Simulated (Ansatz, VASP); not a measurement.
One calculation of LiH, two programs

The input POSCAR:

```
LiH
1.0
    2.5016587112      0.0000000000      0.0000000000
    0.0000000000      2.5016587112      0.0000000000
    0.0000000000      0.0000000000      2.5016587112
Li H
1 1
Direct
    0.0000000000      0.0000000000      0.0000000000
    0.5000000000      0.5000000000      0.5000000000
```

Contents of INCAR.step1:

```
ALGO = Normal
EDIFF = 1E-5
ENCUT = 520
GGA = PE
ISIF = 2
ISMEAR = 0
LASPH = T
LCHARG = F
LREAL = F
LWAVE = T
NBANDS = 9
NELM = 60
PREC = Accurate
SIGMA = 0.01
```

Contents of INCAR.step2:

```
AEXX = 0.1
ALGO = Normal
EDIFF = 1E-6
ENCUT = 520
GGA = PE
HFSCREEN = 0.1
ISIF = 2
ISMEAR = 0
ISTART = 1
LASPH = T
LCHARG = F
LHFCALC = T
LREAL = F
LWAVE = F
NBANDS = 9
NELM = 60
PREC = Accurate
PRECFOCK = Normal
SIGMA = 0.01
```

The input KPOINTS:

```
k-points
0
Gamma
  4 4 4
```

Input for Ansatz:

```yaml
crystal:
  lattice:
    - [2.5016587112, 0.0, 0.0]
    - [0.0, 2.5016587112, 0.0]
    - [0.0, 0.0, 2.5016587112]
  atoms:
    - { symbol: Li, position: [0.0, 0.0, 0.0] }
    - { symbol: H, position: [0.5, 0.5, 0.5] }
kpoints:
  mp_grid: { grid: [4, 4, 4] }
hamiltonian:
  xc: { exchange: pbe, correlation: pbe, exx: { coeff: 0.1, omega: 0.1 } }
scf:
  occupations: { method: fixed }
  n_extra_bands: 4
output:
  forces: true
  stress: true
  eigenvalues: true
```

Alike in both runs: task single point; functional PBE-based screened hybrid; k mesh 4 × 4 × 4; no spin polarisation.

|  | VASP | Ansatz |
| --- | --- | --- |
| version | VASP 6.6.1 | Ansatz 0.2.0 |
| potentials or method | VASP PAW PBE potentials, release 64 (Li_sv, H) | plane waves |
| plane-wave cutoff (eV) | 520 | 420 |
| occupations | gaussian, width 0.01 eV | fixed |
| valence electrons in the cell | 4 | 4 |

VASP gave:

- gap on the k mesh at the Fermi level (eV): 1.13

Problem. Estimate Ansatz's values.

Solution. gap on the k mesh at the Fermi level (eV): 1.08.

Ansatz warned: «stress_exchange_threshold_loose».

Caveats: the k mesh is coarse (spacing up to 0.63 Å⁻¹), so the values aren't converged. A k mesh can miss the band edges.
